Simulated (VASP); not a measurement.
Input of a VASP 6.6.1 run:

The input INCAR:

```
PREC = Accurate
ENCUT = 520
EDIFF = 1E-6
ISMEAR = 0
SIGMA = 0.02
LREAL = False
LASPH = True
NELM = 100
ALGO = Normal
ISIF = 2
LWAVE = False
LCHARG = True
GGA = PE
LELF = True
```

Contents of KPOINTS:

```
Automatic mesh
0
Gamma
  8 8 8
```

The input POSCAR:

```
InAs
1.0
    0.0000000000      2.8773040000      2.8773040000
    2.8773040000      0.0000000000      2.8773040000
    2.8773040000      2.8773040000      0.0000000000
In As
1 1
Direct
    0.5000000000      0.5000000000      0.5000000000
    0.0000000000      0.0000000000      0.0000000000
```

Potentials or basis: VASP PAW PBE potentials, release 64 (In_d, As).

The run is started by

```bash
$ cat potpaw_PBE.64/In_d/POTCAR potpaw_PBE.64/As/POTCAR > POTCAR
$ mpirun -np 1 vasp_std > vasp.out
```

Task: What does it give for the band gap on the k mesh?

Result: None (metal or under the smearing width).

Task: Estimate the pressure.

Result: 0.0 GPa.
